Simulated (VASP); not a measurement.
# Ru in VASP: relaxation of the atoms with PBE+D3(BJ)

Aim: the relaxation of the atoms of Ru with PBE+D3(BJ).

All numbers are computed with VASP 6.6.1; they aren't measurements. Logs are shortened: lines on timing, memory, paths and dates and some standing lists are left out, and cuts for length are marked.

## (1) The structure

The cell holds a slab with vacuum, 4 atoms: a = 2.698 Å, b = 2.698 Å, c = 27.713 Å, α = 90.00°, β = 90.00°, γ = 120.00°.

The cell was built by a generator and needn't be a form met in nature.

## (2) Relaxation of the atoms, PBE+D3(BJ)

INCAR

```
  PREC = Accurate
  ENCUT = 520
  EDIFF = 1E-6
  ISMEAR = 1
  SIGMA = 0.1
  LREAL = False
  LASPH = True
  NELM = 120
  ALGO = Normal
  ISIF = 2
  LWAVE = False
  LCHARG = False
  LDIPOL = True
  IDIPOL = 3
  DIPOL = 0.5 0.5 0.500
  GGA = PE
  IVDW = 12
  IBRION = 2
  NSW = 90
  EDIFFG = -0.02
  KPAR = 2
```

KPOINTS

```
Automatic mesh
0
Gamma
  14 14 1
```

POSCAR

```
Ru
1.0
    2.6979127300      0.0000000000      0.0000000000
   -1.3489563700      2.3364609300      0.0000000000
    0.0000000000      0.0000000000     27.7128158800
Ru
4
Selective dynamics
Direct
    0.3333330000      0.6666670000      0.3846426800  F F F
    0.6666670000      0.3333330000      0.4615475600  T T T
    0.3333330000      0.6666670000      0.5384524400  T T T
    0.6666670000      0.3333330000      0.6153573200  T T T
```

Potentials or basis: VASP PAW PBE potentials, release 64 (Ru_pv).

The run is started by

```console
cat potpaw_PBE.64/Ru_pv/POTCAR > POTCAR
mpirun -np 2 vasp_std > vasp.out
```

OUTCAR:

```text
PREC = Accurate
   ENCUT = 520
   EDIFF = 1E-6
   ISMEAR = 1
   LREAL = False
   LASPH = True
   NELM = 120
   ISIF = 2
   GGA = PE
   IVDW = 12
   IBRION = 2
   NSW = 90
   EDIFFG = -0.02
 IVDW          = 12

 ion  position               nearest neighbor table
   1  0.333  0.667  0.385-   2 2.64   2 2.64   2 2.64
   2  0.667  0.333  0.462-   1 2.64   3 2.64   1 2.64   3 2.64   1 2.64   3 2.64
   3  0.333  0.667  0.538-   2 2.64   4 2.64   2 2.64   4 2.64   2 2.64   4 2.64
   4  0.667  0.333  0.615-   3 2.64   3 2.64   3 2.64

  LATTYP: Found a hexagonal cell.
 ALAT       =     2.6979127300
 C/A-ratio  =    10.2719467431

  Lattice vectors:

 A1 = (   2.6979127300,   0.0000000000,   0.0000000000)
 A2 = (  -1.3489563700,   2.3364609300,   0.0000000000)
 A3 = (   0.0000000000,   0.0000000000,  27.7128158800)

Analysis of symmetry for initial positions (statically):
=====================================================================
 Subroutine PRICEL returns:
 Original cell was already a primitive cell.

 Routine SETGRP: Setting up the symmetry group for a
 hexagonal supercell.

 Subroutine GETGRP returns: Found 12 space group operations
 (whereof 12 operations were pure point group operations)
 out of a pool of 24 trial point group operations.

The static configuration has the point symmetry D_3d.

Analysis of symmetry for dynamics (positions and initial velocities):
=====================================================================
 Subroutine PRICEL returns:
 Original cell was already a primitive cell.

 Routine SETGRP: Setting up the symmetry group for a
 hexagonal supercell.

 Subroutine GETGRP returns: Found 12 space group operations
 (whereof 12 operations were pure point group operations)
 out of a pool of 24 trial point group operations.

The dynamic configuration has the point symmetry D_3d.

Analysis of constrained symmetry for selective dynamics:
=====================================================================
 Subroutine PRICEL returns:
 Original cell was already a primitive cell.

 Routine SETGRP: Setting up the symmetry group for a
 hexagonal supercell.

 Subroutine GETGRP returns: Found  6 space group operations
 (whereof  6 operations were pure point group operations)
 out of a pool of 24 trial point group operations.

The constrained configuration has the point symmetry C_3v.

 Subroutine INISYM returns: Found  6 space group operations
 (whereof  6 operations are pure point group operations),
 and found     1 'primitive' translations

----------------------------------------------------------------------------------------

                                     Primitive cell

  volume of cell :     174.6896

  direct lattice vectors                    reciprocal lattice vectors
     2.697912730  0.000000000  0.000000000     0.370656912  0.213998871  0.000000000
    -1.348956370  2.336460930  0.000000000     0.000000000  0.427997741  0.000000000
     0.000000000  0.000000000 27.712815880     0.000000000  0.000000000  0.036084388

  length of vectors
     2.697912730  2.697912705 27.712815880     0.427997737  0.427997741  0.036084388

  position of ions in fractional coordinates (direct lattice)
     0.333333000  0.666667000  0.384642680
     0.666667000  0.333333000  0.461547560
     0.333333000  0.666667000  0.538452440
     0.666667000  0.333333000  0.615357320

  ion indices of the primitive-cell ions
   primitive index   ion index
                 1           1
                 2           2
                 3           3
                 4           4

----------------------------------------------------------------------------------------

 KPOINTS: Automatic mesh

Automatic generation of k-mesh.
 Grid dimensions read from file:
 generate k-points for:   14   14    1

 Generating k-lattice:

  Cartesian coordinates                     Fractional coordinates (reciprocal lattice)
     0.026475494  0.015285634  0.000000000     0.071428571  0.000000000  0.000000000
     0.000000000  0.030571267  0.000000000     0.000000000  0.071428571  0.000000000
[... 47 lines left out ...]
 SYSTEM =  unknown system
   PREC   = accura    normal or accurate (medium, high low for compatibility)
   ISTART =      0    job   : 0-new  1-cont  2-samecut
   ICHARG =      2    charge: 1-file 2-atom 10-const
   ISPIN  =      1    spin polarized calculation?
   LNONCOLLINEAR =      F non collinear calculations
   LSORBIT =      F    spin-orbit coupling
   LASPH  =      T    aspherical Exc in radial PAW
   ENCUT  =  520.0 eV  38.22 Ry    6.18 a.u.   5.02  5.02 51.53*2*pi/ulx,y,z
   NELM   =    120;   NELMIN=  2; NELMDL= -5     # of ELM steps
   EDIFF  = 0.1E-05   stopping-criterion for ELM
   LREAL  =      F    real-space projection
   EDIFFG = -.2E-01   stopping-criterion for IOM
   NSW    =     90    number of steps for IOM
   IBRION =      2    ionic relax: 0-MD 1-quasi-New 2-CG
   NFREE  =      1    steps in history (QN), initial steepest desc. (CG)
   ISIF   =      2    stress and relaxation
   ISYM   =      2    0-nonsym 1-usesym 2-fastsym
   POTIM  = 0.5000    time-step for ionic-motion
   TEBEG  =    0.0;   TEEND  =   0.0 temperature during run
   PSTRESS=    0.0 pullay stress
   NELECT =      56.0000    total number of electrons
   NUPDOWN=      -1.0000    fix difference up-down
   EMIN   =  10.00;   EMAX   =-10.00  energy-range for DOS
   EFERMI =   0.00;   METHOD = LEGACY
   ISMEAR =     1;   SIGMA  =   0.10  broadening in eV -4-tet -1-fermi 0-gaus
   EFERMI_NEDOS =   21; number of points for ismear=-14 and -15
   IALGO  =     38    algorithm
   IMIX   =      4    mixing-type and parameters
     AMIX     =   0.40;   BMIX     =  1.00
     AMIX_MAG =   1.60;   BMIX_MAG =  1.00
  volume/ion in A,a.u.               =      43.67       294.72
  Fermi-wavevector in a.u.,A,eV,Ry     =   1.120422  2.117291 17.080027  1.255347
  Thomas-Fermi vector in A             =   2.257069
   LORBIT       =      0    0 simple, 1 ext, 2 COOP (PROOUT), +10 PAW based schemes
   GGA     = PE    functional components
   LHFCALC =     F    Hartree Fock is set to
   AEXX    =    0.0000 exact exchange contribution
   IVDW    =    12    specifies the selected vdW correction
   LEPSILON=     F    determine dielectric tensor
   LRPA    =     F    only Hartree local field effects (RPA)
 conjugate gradient relaxation of ions
 non-spin polarized calculation
 Methfessel and Paxton  Order N= 1 SIGMA  =   0.10
  energy-cutoff  :      520.00
  volume of cell :      174.69
 maximum number of plane-waves:      4769
 NGX is ok and might be reduce to    20
   NGX =  9   NGY =  9   NGZ =103

--------------------------------------- Ionic step        1  -------------------------------------------

 number of electron      56.0000012 magnetization

 Free energy of the ion-electron system (eV)
  ---------------------------------------------------
  ext. energy  EPLUGINS =         0.00000000
  ---------------------------------------------------
  free energy    TOTEN  =       -34.81533840 eV

  energy without entropy =      -34.82007459  energy(sigma->0) =      -34.81691713

------------------------ aborting loop because EDIFF is reached ----------------------------------------

 Edisp (eV)   -1.83613

 E8    (eV) :    -0.8696
[... 35 lines left out ...]
 number of electron      56.0000017 magnetization

------------------------ aborting loop because EDIFF is reached ----------------------------------------

 vacuum level on the upper side and lower side of the slab       (xc-potential included)        -0.020         0.001

 Edisp (eV)   -1.83662

 E8    (eV) :    -0.8697

  FORCE on cell =-STRESS in cart. coord.  units (eV):
  Direction    XX          YY          ZZ          XY          YZ          ZX
  --------------------------------------------------------------------------------------
  -------------------------------------------------------------------------------------
  Total      -3.13763    -3.13763    -2.00062     0.00000    -0.00000     0.00000
  in kB     -28.77700   -28.77700   -18.34882     0.00000    -0.00000     0.00000
  external pressure =      -25.30 kB  Pullay stress =        0.00 kB
[... 61 lines left out ...]
  FREE ENERGIE OF THE ION-ELECTRON SYSTEM (eV)
  ---------------------------------------------------
  free  energy   TOTEN  =       -36.6705928575 eV

  energy  without entropy=      -36.6718996938  energy(sigma->0) =      -36.67102847

[... ionic steps 4 to 8 ...]

--------------------------------------- Ionic step        9  -------------------------------------------

 number of electron      56.0000009 magnetization

------------------------ aborting loop because EDIFF is reached ----------------------------------------
[... 73 lines left out ...]
  FREE ENERGIE OF THE ION-ELECTRON SYSTEM (eV)
  ---------------------------------------------------
  free  energy   TOTEN  =       -36.6842940648 eV

  energy  without entropy=      -36.6846402547  energy(sigma->0) =      -36.68440946

 dipolmoment           0.000000      0.000000      0.000121 electrons x Angstroem

--------------------------------------- Ionic step       11  -------------------------------------------

 number of electron      56.0000009 magnetization

 dipolmoment           0.000000      0.000000     -0.000012 electrons x Angstroem

 Free energy of the ion-electron system (eV)
  ---------------------------------------------------
  ext. energy  EPLUGINS =         0.00000000
  ---------------------------------------------------
  free energy    TOTEN  =       -34.83297416 eV

  energy without entropy =      -34.83340202  energy(sigma->0) =      -34.83311678

 E-fermi :   0.5655     XC(G=0):  -5.0935

 val. band max:        0.5561799404   @ k =   0.2857   0.0714   0.0000
 cond. band min:       0.5802962806   @ k =   0.2143   0.0000   0.0000
 fundamental gap:      0.0241163402
 Fermi energy:         0.5655182337

 k-point     1 :       0.0000    0.0000    0.0000
  band No.  band energies     occupation
      1     -43.1170      2.00000
      2     -42.6899      2.00000
      3     -42.2720      2.00000
      4     -42.2720      2.00000
      5     -42.1894      2.00000
      6     -42.1894      2.00000
[... 853 lines left out ...]
     32       1.8660     -0.00000
     33       7.4080      0.00000

------------------------ aborting loop because EDIFF is reached ----------------------------------------

 vacuum level on the upper side and lower side of the slab       (xc-potential included)        -0.014        -0.012

 Edisp (eV)   -1.85134

 E8    (eV) :    -0.8772

  FORCE on cell =-STRESS in cart. coord.  units (eV):
  Direction    XX          YY          ZZ          XY          YZ          ZX
  --------------------------------------------------------------------------------------
  -------------------------------------------------------------------------------------
  Total      -2.61499    -2.61499    -0.05807     0.00000    -0.00000    -0.00000
  in kB     -23.98354   -23.98354    -0.53255     0.00000    -0.00000    -0.00000
  external pressure =      -16.17 kB  Pullay stress =        0.00 kB
[... 19 lines left out ...]
  FREE ENERGIE OF THE ION-ELECTRON SYSTEM (eV)
  ---------------------------------------------------
  free  energy   TOTEN  =       -36.6843173166 eV

  energy  without entropy=      -36.6847451782  energy(sigma->0) =      -36.68445994

 reached required accuracy - stopping structural energy minimisation

 vacuum level on the upper side and lower side of the slab         5.607         5.606
```

It took 9.4 min on 2 MPI ranks of Intel Xeon Platinum 8259CL at 2.50GHz (Skylake/Cascade Lake), shared host; peak memory 0.33 GiB.

Results:

```
Free energy                : -36.6843 eV
Energy gained by relaxing  : 8.2 meV/atom
Ionic steps                : 11
Band gap on the k mesh     : none (metal or under the smearing width)
Dispersion energy per atom : -0.463 eV
```

The path:
```csv
step,energy change (eV),largest force (eV/Å),pressure (GPa)
1,0.0000,0.5648,-2.91
2,-0.0191,0.3975,-2.53
3,-0.0191,0.4023,-2.54
4,-0.0223,0.3586,-2.43
5,-0.0293,0.2227,-2.06
6,-0.0315,0.1289,-1.30
7,-0.0325,0.0650,-1.58
8,-0.0325,0.0843,-1.66
9,-0.0328,0.0206,-1.62
10,-0.0328,0.0256,-1.61
11,-0.0328,0.0025,-1.62
```

Final structure:
```cif
data_structure
_symmetry_space_group_name_H-M 'P 1'
_symmetry_Int_Tables_number 1
_cell_length_a 2.6979
_cell_length_b 2.6979
_cell_length_c 27.7128
_cell_angle_alpha 90.000
_cell_angle_beta 90.000
_cell_angle_gamma 120.000
_cell_volume 174.69
loop_
_atom_site_label
_atom_site_type_symbol
_atom_site_fract_x
_atom_site_fract_y
_atom_site_fract_z
_atom_site_occupancy
Ru1 Ru 0.33333 0.66667 0.38464 1
Ru2 Ru 0.66667 0.33333 0.45949 1
Ru3 Ru 0.33333 0.66667 0.53689 1
Ru4 Ru 0.66667 0.33333 0.61174 1
```
